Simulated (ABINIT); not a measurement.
# Pt (P6_3/mmc) in ABINIT: notebook, part 2 of 2

ABINIT 10.8.3 (patched build). The steps go on from the part before.

## Step 3: Relaxation of cell and atoms, PBEsol

Contents of run.abi:

```
pp_dirpath "./"
pseudos "Pt.GGA_PBE-JTH.xml"

acell 3*1.0
rprim
     5.2169019355     0.0000000000     0.0000000000
    -2.6084509678     4.5179696052     0.0000000000
     0.0000000000     0.0000000000     9.0558208125
ntypat 1
znucl 78
natom 2
typat 1 1
xcart
    -0.0000000001     1.5938710365     1.1980335000
     1.3803328080     0.7969355181     3.5941005000 Angstrom
chkprim 0
chksymtnons 0
tolsym 1.0e-6

ecut 16.0
pawecutdg 32.0
pawxcdev 0
pawovlp -1

kptopt 1
ngkpt 11 11 6
nshiftk 1
shiftk 0.0 0.0 0.0

ixc -116133

nband 14
occopt 3
tsmear 0.05 eV

nstep 100
tolvrs 1.0e-9

iomode 3
prtwf 0
prtden 0
prteig 0
prtebands 0

ionmov 2
ntime 60
tolmxf 0.0005
optcell 2
dilatmx 1.08
ecutsm 0.5
```

Potentials or basis: JTH PAW PBE v2.0.

On the command line:

```console
> abinit run.abi > log 2>&1
```

run.abo:

```text
.Version 10.8.3 of ABINIT
 Symmetries : space group P6_3/m m c (#194); Bravais hP (primitive hexag.)
================================================================================
 Values of the parameters that define the memory need of the present run
     intxc =       0    ionmov =       2      iscf =      17    lmnmax =      18
     lnmax =       6     mgfft =      36  mpssoang =       3    mqgrid =    3001
     natom =       2  nloc_mem =       2    nspden =       1   nspinor =       1
    nsppol =       1      nsym =      24    n1xccc =       1    ntypat =       1
    occopt =       3   xclevel =       2
       mpw =         837          nfft =       20736          nkpt =          64
 PAW method is used; the additional fine FFT grid is defined by:
   mgfftf=        50    nfftf =     45000
================================================================================
================================================================================

--------------------------------------------------------------------------------
------------- Echo of variables that govern the present computation ------------
--------------------------------------------------------------------------------
 -outvars: echo values of preprocessed input variables --------
            acell      1.0000000000E+00  1.0000000000E+00  1.0000000000E+00 Bohr
              amu      1.95080000E+02
          chkprim           0
      chksymtnons           0
          dilatmx      1.08000000E+00
             ecut      1.60000000E+01 Hartree
           ecutsm      5.00000000E-01 Hartree
           ionmov           2
                       outvar_i_n : Printing only first  50 k-points.
              ixc     -116133
                       outvar_i_n : Printing only first  50 k-points.
         kptrlatt       11    0    0      0   11    0      0    0    6
          kptrlen      5.43349249E+01
            natom           2
            nband          14
            ngfft          24      24      36
          ngfftdg          30      30      50
             nkpt          64
            nstep         100
             nsym          24
            ntime          60
           ntypat           1
                       prtocc : prtvol=0, do not print more k-points.
           occopt           3
          optcell           2
        pawecutdg      3.20000000E+01 Hartree
          pawovlp     -1.0000000000E+00
         pawxcdev           0
           prtden           0
[... 594 lines left out ...]
 Eigenvalues (hartree) for nkpt=  64  k points:
 kpt#   1, nband= 14, wtk=  0.00138, kpt=  0.0000  0.0000  0.0000 (reduced coord)
  -0.04486    0.05687    0.17912    0.19603    0.19603    0.21130    0.21130    0.25536
   0.25536    0.29788    0.32054    0.32054    0.51573    0.90555
      occupation numbers for kpt#   1
   2.00000    2.00000    2.00000    2.00000    2.00000    2.00000    2.00000    2.00000
   2.00000    2.00000    1.98281    1.98281    0.00000    0.00000
 prteigrs : prtvol=0 or 1, do not print more k-points.

--- !EnergyTerms
iteration_state     : {dtset: 1, itime: 5, icycle: 1, }
comment             : Components of total free energy in Hartree
kinetic             :  1.63915507187109E+01
hartree             :  4.10814084054523E+00
xc                  : -5.80038677786134E+00
Ewald energy        : -6.16540086227123E+01
psp_core            :  6.21052720986482E+00
local_psp           : -1.81098183014064E+01
PAW spherical_terms :  4.72264686167360E+00
internal            : -5.41313480711855E+01
'-kT*entropy'       : -1.34230182240823E-03
total_energy        : -5.41326903730079E+01
total_energy_eV     : -1.47302554627402E+03
...

--- !EnergyTermsDC
iteration_state     : {dtset: 1, itime: 5, icycle: 1, }
comment             : '"Double-counting" decomposition of free energy'
band_energy         :  3.96440653957838E+00
Ewald energy        : -6.16540086227123E+01
psp_core            :  6.21052720986482E+00
xc_dc               : -3.15417144995508E+00
PAW spherical_terms :  5.01866682937994E-01
internal            : -5.41313796402862E+01
'-kT*entropy'       : -1.34230182240823E-03
total_energy_dc     : -5.41327219421086E+01
total_energy_dc_eV  : -1.47302640531301E+03
...

--- !EnergyTermsWithPAWCore
iteration_state     : {dtset: 1, itime: 5, icycle: 1, }
comment             : 'Components of total free energy, including PAW core contributions'
Total energy        : -3.68173405597723E+04
Total energy DC     : -3.68173405913414E+04
Total energy (eV)   : -1.00185087452179E+06
Total energy DC (eV): -1.00185087538082E+06
...

 Cartesian components of stress tensor (hartree/bohr^3)
  sigma(1 1)= -3.30932409E-06  sigma(3 2)=  0.00000000E+00
  sigma(2 2)= -3.30932416E-06  sigma(3 1)=  0.00000000E+00
  sigma(3 3)= -8.91098197E-07  sigma(2 1)=  3.34553487E-13

-Cartesian components of stress tensor (GPa)         [Pressure=  7.3648E-02 GPa]
- sigma(1 1)= -9.73636763E-02  sigma(3 2)=  0.00000000E+00
- sigma(2 2)= -9.73636782E-02  sigma(3 1)=  0.00000000E+00
- sigma(3 3)= -2.62170141E-02  sigma(2 1)=  9.84290341E-09

== END DATASET(S) ==============================================================
================================================================================

 -outvars: echo values of variables after computation  --------
            acell      5.1756410060E+00  5.1756410060E+00  8.8544929659E+00 Bohr
           etotal     -5.4132721942E+01
            fcart      1.6257921120E-29  2.0650333298E-29 -0.0000000000E+00
                      -1.6257921120E-29 -2.0650333298E-29 -0.0000000000E+00
            rprim      1.0000000000E+00  0.0000000000E+00  0.0000000000E+00
                      -5.0000000001E-01  8.6602540378E-01  0.0000000000E+00
                       0.0000000000E+00  0.0000000000E+00  1.0000000000E+00
           strten     -3.3093240925E-06 -3.3093241566E-06 -8.9109819736E-07
                       0.0000000000E+00  0.0000000000E+00  3.3455348675E-13
           xangst      4.6451566220E-10  1.5812649720E+00  1.1713989737E+00
                       1.3694156356E+00  7.9063248639E-01  3.5141969180E+00
             xred      3.3333333368E-01  6.6666666700E-01  2.5000000034E-01
                       6.6666666701E-01  3.3333333367E-01  7.5000000034E-01
 Calculation completed.
```

It took 2 min on 1 thread of Arm Neoverse V2, shared host; peak memory 0.13 GiB.

What came out:

| Item | Value |
| --- | --- |
| Free energy | -1473.0264 eV |
| Relaxed volume | 15.22 Å³/atom |
| Relaxed cell | a = 2.739 Å, b = 2.739 Å, c = 4.686 Å, α = 90.00°, β = 90.00°, γ = 120.00° |
| Space group after relaxing (to 0.05 Å) | P6_3/mmc (No. 194) |
| Energy gained by relaxing | 19.0 meV/atom |
| Ionic steps | 5 |
| Pressure after relaxing | 0.1 GPa |
| Band gap on the k mesh | none (metal or under the smearing width) |
| Valence electrons inside the program's atomic spheres | Pt 8.60 (radii [1.3315] Å) |

The path:
| step | energy change (eV) | largest force (eV/Å) | pressure (GPa) | volume (Å³) |
| --- | --- | --- | --- | --- |
| 1 | 0.0000 | 0.0000 | -9.30 | 31.63 |
| 2 | -0.0336 | 0.0000 | -2.31 | 30.74 |
| 3 | -0.0366 | 0.0000 | 0.34 | 30.43 |
| 4 | -0.0373 | 0.0000 | 0.40 | 30.42 |
| 5 | -0.0380 | 0.0000 | 0.07 | 30.44 |

Final structure:
```yaml
crystal:
  lattice:
    - [2.73883, 0.00000, 0.00000]
    - [-1.36942, 2.37190, 0.00000]
    - [0.00000, 0.00000, 4.68560]
  atoms:
    - { symbol: Pt, position: [0.33333, 0.66667, 0.25000] }
    - { symbol: Pt, position: [0.66667, 0.33333, 0.75000] }
```

Caveat: the PAW data sets were made with another functional, which shifts forces and pressure a little. Spin-orbit coupling is left out, which matters for the levels of Pt.
